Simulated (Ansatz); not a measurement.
# Structure relaxation of Mg3Se

The calculation used DFT PBE, scalar-relativistic, plane waves, PAW (Ansatz 0.2.0). Cutoff 420 eV, Γ-centred k mesh, Gaussian smearing, no spin polarisation in the final step.

The start puts Mg3Se on the Cu3Au (L1_2) structure type (Pm-3m, No. 221), with Se in place of Au, Mg in place of Cu, at a guessed volume.

```
CELL_PARAMETERS angstrom
4.31288 0.00000 0.00000
0.00000 4.31288 0.00000
0.00000 0.00000 4.31288
ATOMIC_POSITIONS crystal
Mg 0.00000 0.50000 0.50000
Mg 0.50000 0.00000 0.50000
Mg 0.50000 0.50000 0.00000
Se 0.00000 0.00000 0.00000
```

Cell and atoms relax at zero pressure; the relaxation can't lower the symmetry of the start. After a coarse first stage the cell is made exact in the group found at 0.06 Å.

Energies over the elements count from the elements' standard structures at the same level, with no empirical corrections.

Question: Which crystal results?

Answer: It keeps Pm-3m (No. 221). The result has the Cu3Au (L1_2) structure. Conventional cell: a = 4.461 Å. Mg has 4 Se at 3.15 Å and 8 Mg at 3.15 Å; around Se lie 12 Mg at 3.15 Å.

```xyz
4
Lattice="4.4615 0.0000 0.0000 0.0000 4.4615 0.0000 0.0000 0.0000 4.4615" Properties=species:S:1:pos:R:3 pbc="T T T"
Mg    0.0000    2.2307    2.2307
Mg    2.2307    0.0000    2.2307
Mg    2.2307    2.2307    0.0000
Se    0.0000    0.0000    0.0000
```

Question: What are its volume, energy, density and gap?

Answer: The volume per atom is 22.20 Å³ and the density is 2.84 g/cm³. The energy over the elements is -0.22 eV/atom and the gap on the 10×10×10 mesh is 0 eV (a metal).

The final run used a 10×10×10 mesh on its 4-atom cell and 0.10 eV smearing. For metals, differences of a few meV/atom aren't resolved. A structure relaxed within its symmetry needn't be a true minimum. The steps took of the order of 30 core-seconds in all.

Cost: 3 runs of about 0.5 core-minutes in all, on Arm Neoverse V1 (shared hosts).